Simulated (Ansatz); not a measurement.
**Sc: what changed settings do**

All trials start from this Ansatz input:

```yaml
crystal:
  lattice:
    - [0.0, 2.3268462047, 2.3268462047]
    - [2.3268462047, 0.0, 2.3268462047]
    - [2.3268462047, 2.3268462047, 0.0]
  atoms:
    - { symbol: Sc, position: [0.0, 0.0, 0.0] }
basis:
  ecutwfc: 420
kpoints:
  mp_grid: { grid: [8, 8, 8] }
hamiltonian:
  xc: pbe
scf:
  occupations: { method: gaussian, width: 0.1 }
output:
  forces: true
  stress: true
  eigenvalues: true
```

Command:

```bash
ansatz run input.yaml --threads 1 --pin off --max-ram 1331MiB --backend cpu --events-out ev --progress --plain --runs-dir out
```

The run converges in 6 SCF iterations on 29 irreducible k-points: pressure -1.04 GPa, no gap.

These settings were drawn at random to show what each does; none of the numbers is a converged property of the crystal. Each trial's input is given as a difference from the reference's; energies are extrapolated to zero smearing where there is one, and pressure is positive in compression. Charged cells sit in a uniform background, and their pressures hang on that convention.

Problem. Trial 1 (strained):

```diff
 crystal:
   lattice:
-    - [0.0, 2.3268462047, 2.3268462047]
-    - [2.3268462047, 0.0, 2.3268462047]
-    - [2.3268462047, 2.3268462047, 0.0]
+    - [-0.0408726455, 2.4568505442, 2.5307944206]
+    - [2.2966710113, 0.0670814706, 2.4228403046]
+    - [2.3296420143, 2.3818674312, 0.0341104676]
+total_charge: 2
 basis:
-  ecutwfc: 420
+  ecutwfc: "24 Ha"
 kpoints:
-  mp_grid: { grid: [8, 8, 8] }
+  mp_grid: { grid: [2, 2, 2] }
 hamiltonian:
-  xc: pbe
+  xc: pbesol
+  dispersion: d3bjatm
 output:
+  dos: {}
```

What does the program give?

Solution. The run converges in 7 SCF iterations on 8 irreducible k-points: pressure 48.60 GPa (with the neutralising background of the charged cell), no gap.

Problem. Trial 2 (volume scaled):

```diff
 crystal:
   lattice:
-    - [0.0, 2.3268462047, 2.3268462047]
-    - [2.3268462047, 0.0, 2.3268462047]
-    - [2.3268462047, 2.3268462047, 0.0]
+    - [0.0, 2.2289344884, 2.2289344884]
+    - [2.2289344884, 0.0, 2.2289344884]
+    - [2.2289344884, 2.2289344884, 0.0]
 kpoints:
-  mp_grid: { grid: [8, 8, 8] }
+  mp_grid: { grid: [2, 2, 9], shift: [0.5, 0.5, 0] }
 hamiltonian:
-  xc: pbe
+  xc: pbesol
 scf:
-  occupations: { method: gaussian, width: 0.1 }
+  occupations: { method: cold, width: 0.02 }
+  n_extra_bands: 8
+  max_iter: 30
+  convergence: { dr2_threshold: "1e-11 eV" }
 output:
-  forces: true
-  stress: true
+  forces: false
+  stress: false
+  dos: {}
```

What does the program give?

Solution. The run converges in 7 SCF iterations on 14 irreducible k-points: no gap. It warns that the mesh lowers the symmetry.

Problem. Trial 3:

```diff
 kpoints:
-  mp_grid: { grid: [8, 8, 8] }
+  mp_grid: { grid: [4, 1, 6] }
+  band_path: { path: [[0, 0, 0], [0.5, 0, 0], [0.5, 0.5, 0.5]], npoints: 4 }
 hamiltonian:
-  xc: pbe
+  xc: blyp
 scf:
+  max_iter: 88
```

What happens?

Solution. The run converges in 7 SCF iterations on 14 irreducible k-points: pressure 0.98 GPa, no gap. It warns that the mesh lowers the symmetry.

Problem. Trial 4:

```diff
 hamiltonian:
+  hubbard: { sites: [{ species: Sc, l: d, u_eff: 2.1 }], projectors: atomic }
 scf:
+  max_iter: 40
```

What does the program give?

Solution. The run converges in 7 SCF iterations on 29 irreducible k-points: pressure 4.74 GPa, no gap. It warns that the count of filled bands differs between k-points. Under a U the state reached may not be the lowest.

Problem. Trial 5 (volume scaled):

```diff
 crystal:
   lattice:
-    - [0.0, 2.3268462047, 2.3268462047]
-    - [2.3268462047, 0.0, 2.3268462047]
-    - [2.3268462047, 2.3268462047, 0.0]
+    - [0.0, 2.3574661135, 2.3574661135]
+    - [2.3574661135, 0.0, 2.3574661135]
+    - [2.3574661135, 2.3574661135, 0.0]
 basis:
-  ecutwfc: 420
+  ecutwfc: 500
 kpoints:
-  mp_grid: { grid: [8, 8, 8] }
+  mp_grid: { grid: [6, 6, 6] }
 hamiltonian:
-  xc: pbe
+  xc: r2scan
+  hubbard: { sites: [{ species: Sc, l: d, u_eff: 0.59 }] }
+  dispersion: rvv10
 scf:
+  mixing: { ndim: 12 }
+  initial_density: { chi_scale: 0, normalization: atom }
+  max_iter: 84
```

How does this run end?

Solution. The run converges in 6 SCF iterations on 16 irreducible k-points: pressure -1.80 GPa, no gap. It warns that the count of filled bands differs between k-points.

Problem. Trial 6:

```diff
 basis:
-  ecutwfc: 420
+  ecutwfc: "21 Ha"
```

What does the program give?

Solution. The run converges in 6 SCF iterations on 29 irreducible k-points: energy 0.78 meV per atom below the reference, pressure -1.04 GPa, no gap.

Problem. Trial 7:

```diff
 basis:
-  ecutwfc: 420
+  ecutwfc: 510
+  xc_grid: 2
 hamiltonian:
+  dispersion: d3bjatm
 scf:
+  mixing: { ndim: 1, preconditioner: none }
+  initial_density: { chi_scale: 0, normalization: atom }
+  max_iter: 86
```

How does this run end?

Solution. The run converges in 10 SCF iterations on 29 irreducible k-points: pressure -3.21 GPa, no gap.

Problem. Trial 8:

```diff
 crystal:
   atoms:
-    - { symbol: Sc, position: [0.0, 0.0, 0.0] }
+    - { symbol: Sc, position: [0.0, 0.0, 0.0], spin: 0.1 }
 kpoints:
-  mp_grid: { grid: [8, 8, 8] }
+  mp_grid: { kspacing: 0.98 }
 scf:
-  occupations: { method: gaussian, width: 0.1 }
+  occupations: { method: tetrahedron_uncorrected }
+  lower_state_search: standard
 output:
+  populations: true
+magnetization:
+  spin_polarized: true
+accuracy: medium
```

What does the program give?

Solution. The run converges in 17 SCF iterations on 4 irreducible k-points: energy 176 meV per atom above the reference, pressure -0.98 GPa, no gap, cell moment 0.00 μB. It warns that the printed bands weren't solved further after the SCF; that the starting moments were lost.